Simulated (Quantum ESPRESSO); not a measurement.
# LiCl: phonon spectrum and thermodynamics under several settings

```
Cl Li
1.0
     0.00000    2.56477    2.56477
     2.56477    0.00000    2.56477
     2.56477    2.56477    0.00000
Cl Li
1 1
Direct
  0.50000 0.50000 0.50000
  0.00000 0.00000 0.00000
```

All runs used Quantum ESPRESSO 7.5; k mesh 4 × 4 × 4, shifted; relaxed cell; no spin polarisation; cutoff 1007 eV; occupations smeared at first, fixed for the response; q mesh 4 × 4 × 4.

| level | potentials | volume (Å³/atom) | highest frequency (cm⁻¹) | zero-point energy (meV/atom) | entropy at room temperature (k_B/atom) |
| --- | --- | --- | --- | --- | --- |
| LDA | PseudoDojo 0.4.1 SR LDA standard | ? | ? | ? | ? |
| PBE | PseudoDojo 0.4.1 SR PBE standard | 17.07 | 388 | 33.7 | 3.73 |

**Question.** What stands in the row left open?

**Answer.** Volume 15.29 Å³/atom; highest frequency 418 cm⁻¹; zero-point energy 39.3 meV/atom; entropy at room temperature 3.31 k_B/atom.
